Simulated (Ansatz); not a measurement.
Set up this calculation in Ansatz 0.2.0, as the native input.

```yaml
Task: elastic constants
Functional: PBEsol
Potentials_or_basis: Ansatz PAW
Cutoff: "420 eV (not typed: the program's choice for these potentials)"
k_mesh: 6 × 6 × 6
Occupations: fermi-dirac, width 0.05 eV
Spin: no spin polarisation
Atoms_under_strain: relaxed
```

HgTe (Coloradoite):

```
Hg Te
1.0
     0.00000    3.21450    3.21450
     3.21450    0.00000    3.21450
     3.21450    3.21450    0.00000
Hg Te
1 1
Direct
  0.00000 0.00000 0.00000
  0.75000 0.75000 0.75000
```

The input as run:

input.yaml

```yaml
crystal:
  lattice:
    - [0.0, 3.2145, 3.2145]
    - [3.2145, 0.0, 3.2145]
    - [3.2145, 3.2145, 0.0]
  atoms:
    - { symbol: Hg, position: [0.0, 0.0, 0.0] }
    - { symbol: Te, position: [0.75, 0.75, 0.75] }
hamiltonian:
  xc: pbesol
  pseudopotentials: { kind: paw }
kpoints:
  mp_grid: { grid: [6, 6, 6] }
scf:
  occupations: { method: fermi_dirac, width: 0.05 }
output:
  forces: true
  stress: true
elastic:
  mode: relaxed_ion
  stencil: two_point
```

Potentials or basis: Ansatz PAW.

Launch:

```sh
$ ansatz run input.yaml --threads 2 --pin off --max-ram 5120MiB --backend cpu --events-out ev --progress --plain --runs-dir out
```

It gave:

The pressure is 1.8 GPa, the band gap on the k mesh is none (metal or under the smearing width) and the elastic constants C11, C12, C44 are 60, 46, 19 GPa. The voigt bulk modulus is 51 GPa.

Caveat: elastic constants of metals need much finer meshes, so these are rough; the PAW data sets come from PBE, with cores solved anew for the run's functional, which leaves a small shift of forces and pressure.

Wall time 27 s on 2 threads of Arm Neoverse V1, with other jobs on the host, peak memory 0.4 GiB.
